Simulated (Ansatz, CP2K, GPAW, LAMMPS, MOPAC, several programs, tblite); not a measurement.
# Many methods on one cell: SiO₂ (P6_222)

SiO₂ (started from an entry of an open crystallographic database), relaxed with r2SCAN in Ansatz, was computed with several methods. Space group P6_222 (No. 180), hexagonal; conventional cell a = 5.059 Å, c = 5.541 Å, 13.65 Å³ an atom. Si is surrounded by 4 O at 1.61 Å; O is surrounded by 2 Si at 1.61 Å. (Simulation; spin polarisation is off.)

```
Si O
1.0
     5.05906    0.00000    0.00000
    -2.52953    4.38127    0.00000
     0.00000    0.00000    5.54104
Si O
3 6
Direct
  0.50000 0.50000 0.33333
  0.00000 0.50000 0.66667
  0.50000 0.00000 0.00000
  0.20824 0.79176 0.83333
  0.41648 0.20824 0.16667
  0.20824 0.41648 0.50000
  0.79176 0.20824 0.83333
  0.58352 0.79176 0.16667
  0.79176 0.58352 0.50000
```

Gaps and times are for a single point on this cell; volume and bulk modulus come from each method's own relaxation or energy curve at fixed shape, which is too stiff where a cell has free coordinates or axes. Times are rough, from shared hosts (Arm Neoverse V2), and each method has its own mesh and cell size. A double dagger marks a value from a curve with shape and coordinates held. PM6 (MOPAC), PM7 (MOPAC), GFN1-xTB (tblite), GFN2-xTB (tblite) treat a cluster of cells at its zone centre, which samples few k points: where these miss a band edge, the gap comes out too large for that reason alone. Gaps from k meshes are read at a limited set of points (mesh, symmetry points, PBE's band edges), so each method's own least gap may be somewhat smaller. Force fields have no electrons; where one was fitted to this phase, its volume and modulus reflect the fit. xTB and the PM methods were fitted mostly to molecules, and can miss a solid's gap by electronvolts. Minimal bases can be far off for gaps. PBE/DZVP lies far from plane-wave PBE here, an effect of basis or sampling. GLLB-SC's gap includes the derivative discontinuity. d marks a direct gap, i an indirect one (no mark: not told apart), a dash a value that wasn't computed or didn't pass its checks.

| method | kind | gap (eV) | own volume (Å³/atom) | bulk modulus (GPa) | atoms computed | processor time |
| --- | --- | --- | --- | --- | --- | --- |
| SiO.tersoff (LAMMPS) | force field | – | 14.28 | 152‡ | 9 | 0.11 s |
| SiO.1997.vashishta (LAMMPS) | force field | – | 13.32 | 56‡ | 9 | 0.11 s |
| non-self-consistent DFTB (CP2K) | tight binding | 13.39 i | – | – | 9 | 0.59 s |
| light PBE (260 eV and a coarse mesh) | light plane-wave | 5.57 i | – | – | 9 | 1.9 s |
| GFN1-xTB (tblite) | tight binding | 9.34 | 14.46‡ | 164‡ | 72 | 2.1 s |
| GFN2-xTB (tblite) | tight binding | 7.10 | 13.83‡ | 169‡ | 72 | 5 s |
| PM7 (MOPAC) | semi-empirical | 10.52 | – | – | 72 | 5.3 s |
| PM6 (MOPAC) | semi-empirical | 9.59 | – | – | 72 | 5.6 s |
| PBE | semilocal | 5.71 i | 14.01 | 173‡ | 9 | 11 s |
| PBE/SZV (CP2K) | small basis | 6.44 i | – | – | 9 | 12 s |
| r2SCAN | semilocal | 6.29 i | 13.65 | 190‡ | 9 | 23 s |
| PBE/DZVP (CP2K) | small basis | 7.06 i | 14.04‡ | 165‡ | 9 | 27 s |
| GLLB-SC (GPAW) | model potential | 9.56 | – | – | 9 | 99 s |

Against r2SCAN (6.29 eV) and with closed or daggered gaps left aside, the nearest gap at the points sampled is that of PBE/SZV (CP2K) (+0.15 eV) and the farthest that of non-self-consistent DFTB (CP2K) (+7.10 eV). r2SCAN is only a yardstick of convenience: semilocal gaps usually lie below measured ones, which GLLB-SC and hybrids aim to mend.

Volumes against r2SCAN's: SiO.tersoff (LAMMPS) +4.7 %, SiO.1997.vashishta (LAMMPS) -2.4 %, PBE +2.6 %.

Runs without a result: non-self-consistent DFTB (CP2K) (relaxation).
